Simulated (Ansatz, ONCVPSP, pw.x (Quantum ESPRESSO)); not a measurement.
**What a changed setting does to a pw.x run (diamond Si)**

Potential: optimised norm-conserving Vanderbilt (ONCV), ONCVPSP 4.0.1.1 (patched build), PBEsol; core [Ne], reference 3s2 3p2; waves: 3s: rc 1.80 bohr, ncon 4, nbas 7, qcut 3.4 1/bohr, 2 projectors, debl 0.4 Ha; 3p: rc 1.75 bohr, ncon 4, nbas 7, qcut 4.9 1/bohr, 2 projectors, debl 3 Ha; d scattering state at 0.3 Ha: rc 1.40 bohr, ncon 4, nbas 8, qcut 8.1 1/bohr, 3 projectors, debl 1.6 Ha; local part: polynomial inside 1.15 bohr (lpopt 5, dvloc0 -1 Ha); core correction: Teter function, fcfact 5.5, rcfact 1.6.

The reference run (k-mesh 9³, cutoffs 80/320 Ry, Fermi–Dirac 0.01 Ry, mixing_beta 0.4, conv_thr 1e-9, no spin) gives -0.20 GPa at 20.005 Å³/atom, where all-electron LAPW gives 0.14 GPa. This run, with its own iteration cap, changes nosym to true.

```
&control
  calculation='scf', prefix='x', pseudo_dir='./', outdir='./tmp', tstress=.true., disk_io='none'
/
&system
  ibrav=0, nat=2, ntyp=1, ecutwfc=80, ecutrho=320, nbnd=11,
  occupations='smearing', smearing='fd', degauss=0.01, nosym=.true.
/
&electrons
  conv_thr=1e-09, mixing_beta=0.4, electron_maxstep=70
/
ATOMIC_SPECIES
Si 1.0 Si.UPF
CELL_PARAMETERS angstrom
  0.00000000 2.71464380 2.71464380
  2.71464380 0.00000000 2.71464380
  2.71464380 2.71464380 0.00000000
ATOMIC_POSITIONS crystal
Si 0.0000 0.0000 0.0000
Si 0.2500 0.2500 0.2500
K_POINTS automatic
9 9 9 0 0 0
```

```bash
pw.x < Si.scf.in > Si.scf.out
```

How does the run end?

It converges in 7 iterations; the free energy moves by +0.0 meV/atom and the pressure by +0.00 GPa. The result is that of the reference run.

```
lattice parameter (alat)  =       7.2548  a.u.
     unit-cell volume          =     270.0009 (a.u.)^3
     number of electrons       =         8.00
     number of Kohn-Sham states=           11
     kinetic-energy cutoff     =      80.0000  Ry
     charge density cutoff     =     320.0000  Ry
     scf convergence threshold =      1.0E-09
     Exchange-correlation= PBESOL
     number of k points=   365  Fermi-Dirac smearing, width (Ry)=  0.0100
     iteration #  1     ecut=    80.00 Ry     beta= 0.40
     total energy              =     -18.72939295 Ry
     estimated scf accuracy    <       0.05515762 Ry
     iteration #  2     ecut=    80.00 Ry     beta= 0.40
     total energy              =     -18.72577325 Ry
     estimated scf accuracy    <       0.01440569 Ry
     iteration #  3     ecut=    80.00 Ry     beta= 0.40
     total energy              =     -18.72657003 Ry
     estimated scf accuracy    <       0.00021259 Ry
     iteration #  4     ecut=    80.00 Ry     beta= 0.40
     c_bands:  1 eigenvalues not converged
     c_bands:  1 eigenvalues not converged
     c_bands:  1 eigenvalues not converged
     c_bands:  1 eigenvalues not converged
     c_bands:  1 eigenvalues not converged
     total energy              =     -18.72659204 Ry
     estimated scf accuracy    <       0.00000091 Ry
     iteration #  5     ecut=    80.00 Ry     beta= 0.40
     total energy              =     -18.72659270 Ry
     estimated scf accuracy    <       0.00000010 Ry
     iteration #  6     ecut=    80.00 Ry     beta= 0.40
     total energy              =     -18.72659271 Ry
     estimated scf accuracy    <          3.1E-09 Ry
     iteration #  7     ecut=    80.00 Ry     beta= 0.40
     the Fermi energy is     6.3913 ev
!    total energy              =     -18.72659272 Ry
     estimated scf accuracy    <          1.4E-10 Ry
     smearing contrib. (-TS)   =      -0.00037376 Ry
     The total energy is F=E-TS. E is the sum of the following terms:
     one-electron contribution =       5.29990818 Ry
     hartree contribution      =       1.06770615 Ry
     xc contribution           =      -8.29268530 Ry
     ewald contribution        =     -16.80114799 Ry
     convergence has been achieved in   7 iterations
          total   stress  (Ry/bohr**3)                   (kbar)     P=       -1.95
     Message from routine punch:
     Nothing written, as per user request (disk_io='none')
```

The run took about 2.2 min on one core of a shared host (Intel(R) Xeon(R) 6975P-C, 192 threads, 1512 GiB, load 46).
